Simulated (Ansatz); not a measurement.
Simulated (Ansatz). Plane-wave DFT: an element X is put into a periodic supercell of the crystal below and the atoms relax. X is one of the candidates, and is told by the neutral defect's formation energy over the elements (uncorrected), its moments where the run had spin, and its relaxed neighbours, eight at most.

```
cell
1.0
     3.1828    0.0000    0.0000
    -1.5914    2.7564    0.0000
     0.0000    0.0000    5.1852
Ga N
2 2
Direct
  0.6667 0.3333 0.4992
  0.3333 0.6667 0.9992
  0.6667 0.3333 0.8758
  0.3333 0.6667 0.3758
```

- host atoms in supercell: 36
- functional: PBEsol
- wave cutoff: 420 eV
- k mesh: 2, 2, 2
- k shift: 0.5, 0.5, 0.5 mesh steps
- gaussian smearing: 0.02 eV
- start displacement: 0 angstrom
- electrons started on: no chosen atoms
- candidate elements: H, Al, Mn, Se, Y, Hf
- found formation energy: -1.732 eV
- found largest move from host sites: 0.054 angstrom

```csv
supercell vector,supercell times a (host cell vectors),supercell times b (host cell vectors),supercell times c (host cell vectors)
A,-1,1,1
B,-1,-2,1
C,2,1,1
```

```tsv
change element	change kind	change place a (host cell vectors)	change place b (host cell vectors)	change place c (host cell vectors)
X	on Ga	-0.3333	-0.6667	1.4992
```

```json
{"found neighbour element": "N", "found neighbour distance (angstrom)": "1.9"}
{"found neighbour element": "N", "found neighbour distance (angstrom)": "1.9"}
{"found neighbour element": "N", "found neighbour distance (angstrom)": "1.9"}
{"found neighbour element": "N", "found neighbour distance (angstrom)": "1.907"}
```

Which element is X?

Al.

Caveats: the atoms kept the symmetry of the start, so a distorted state could lie lower; the supercell is small.
